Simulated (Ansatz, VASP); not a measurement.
**H4C in VASP and in Ansatz**

The input INCAR:

```
ALGO = Normal
EDIFF = 1E-6
ENCUT = 520
GGA = PS
ISIF = 2
ISMEAR = 0
LASPH = True
LCHARG = False
LREAL = False
LWAVE = False
NBANDS = 12
NELM = 80
PREC = Accurate
SIGMA = 0.05
```

KPOINTS

```
k-points
0
Gamma
  6 6 6
```

Contents of POSCAR:

```
H4C
1.0
   -2.6276601618      2.4789246809      2.4789246809
    2.6276601618     -2.4789246809      2.4789246809
    2.6276601618      2.4789246809     -2.4789246809
H C
4 1
Direct
    0.0000000000      0.0000000000      0.7463128700
    0.7463128700      0.0000000000      0.0000000000
    0.0000000000      0.7463128700      0.0000000000
    0.2536871300      0.2536871300      0.2536871300
    0.0000000000      0.0000000000      0.0000000000
```

Input for Ansatz:

```yaml
crystal:
  lattice:
    - [-2.6276601618, 2.4789246809, 2.4789246809]
    - [2.6276601618, -2.4789246809, 2.4789246809]
    - [2.6276601618, 2.4789246809, -2.4789246809]
  atoms:
    - { symbol: H, position: [0.0, 0.0, 0.74631287] }
    - { symbol: H, position: [0.74631287, 0.0, 0.0] }
    - { symbol: H, position: [0.0, 0.74631287, 0.0] }
    - { symbol: H, position: [0.25368713, 0.25368713, 0.25368713] }
    - { symbol: C, position: [0.0, 0.0, 0.0] }
basis:
  ecutwfc: 420
kpoints:
  mp_grid: { grid: [6, 6, 6] }
hamiltonian:
  xc: pbesol
scf:
  occupations: { method: gaussian, width: 0.05 }
output:
  forces: true
  stress: true
  eigenvalues: true
```

Change from the starting cell: strain +0.0600 x Voigt [1, 0, 0, 0, 0, 0], atoms carried along.

Alike in both runs: task single point; functional PBEsol; k mesh 6 × 6 × 6; occupations gaussian, width 0.05 eV; no spin polarisation.

|  | VASP | Ansatz |
| --- | --- | --- |
| version | VASP 6.6.1 | Ansatz 0.2.0 |
| potentials or method | VASP PAW PBE potentials, release 64 (H, C) | scalar-relativistic, plane waves, PAW |
| plane-wave cutoff (eV) | 520 | 420 |
| valence electrons in the cell | 8 | 8 |

Ansatz gave:

* gap on the k mesh at the Fermi level (eV): 7.37
* least direct gap on the mesh (eV): 7.37
* pressure (GPa): -1.6
* largest component of the traceless stress (GPa): 1.42
* rms of the force components (eV/Å): 0.243

Estimate VASP's values.

gap on the k mesh at the Fermi level (eV): 7.37; least direct gap on the mesh (eV): 7.37; pressure (GPa): -1.6; largest component of the traceless stress (GPa): 1.41; rms of the force components (eV/Å): 0.228.

Atom by atom the forces differ by 0.017 eV/Å (rms over components). The functional is the same, so the differences come from potentials, cutoffs and numerics.

Caveats: the PAW data sets were made with another functional, which shifts forces and pressure a little (VASP). A k mesh can miss the band edges.
